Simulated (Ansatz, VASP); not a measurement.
**One calculation of KCl, two programs**

```
K Cl
1.0
     3.78731    0.00000    0.00000
     0.00000    3.78731    0.00000
     0.00000    0.00000    3.78731
K Cl
1 1
Direct
  0.00000 0.00000 0.00000
  0.50000 0.50000 0.50000
```

Change from the starting cell: volume scaled by 0.96.

Alike in both runs: task single point; functional PBE; k mesh 7 × 7 × 7; occupations fermi-dirac, width 0.05 eV; no spin polarisation.

|  | VASP | Ansatz |
| --- | --- | --- |
| version | VASP 6.6.1 | Ansatz 0.2.0 |
| potentials or method | VASP PAW PBE potentials, release 64 (K_sv, Cl), cutoff 520 eV | all-electron LAPW, scalar-relativistic |

```csv
,VASP,Ansatz,Ansatz less VASP
gap on the k mesh at the Fermi level (eV),4.99,5.00,+0.001
least direct gap on the mesh (eV),5.18,5.18,+0.001
pressure (GPa),0.8,0.8,-0.02
```

Ansatz ran all-electron here, so the differences hold the error of VASP's frozen core and of both bases.

Caveats: an odd mesh through Γ misses points on the zone boundary, where band edges often lie.
